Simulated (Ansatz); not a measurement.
Crystal: CdGeAs2.

```
Cd As Ge
1.0
    -2.98887    2.98887    5.66430
     2.98887   -2.98887    5.66430
     2.98887    2.98887   -5.66430
Cd As Ge
2 4 2
Direct
  0.50000 0.50000 0.00000
  0.25000 0.75000 0.50000
  0.09622 0.12500 0.47122
  0.37500 0.90378 0.02878
  0.65378 0.62500 0.52878
  0.87500 0.34622 0.97122
  0.75000 0.25000 0.50000
  0.00000 0.00000 0.00000
```

The cell is a database's computed one.

Base run:

```yaml
Program: Ansatz 0.2.0
Functional: PBEsol
Potentials_or_basis: all-electron LAPW, scalar-relativistic
Cutoff: 289 eV
Density_cutoff: 1155 eV
Basis_error_allowed: 0.002 eV/atom
k_mesh: 6 × 6 × 6
Occupations: fermi-dirac, width 0.05 eV
Spin: no spin polarisation
```

Its results: band gap on the k mesh 0.19 eV, indirect (least direct gap 0.22 eV); pressure -0.7 GPa; largest force 0.176 eV/Å.

Problem. The run is repeated on the same cell with these changes: functional from PBEsol to LDA. What comes out?

Solution. Band gap on the k mesh 0.19 eV, indirect (least direct gap 0.22 eV); pressure -2.5 GPa; largest force 0.223 eV/Å.

LDA binds more tightly than PBEsol, so the same cell stands under less pressure.

Caveats: the mesh misses the band edges, which the band path finds closer together.

Not every run made on this cell is shown here.
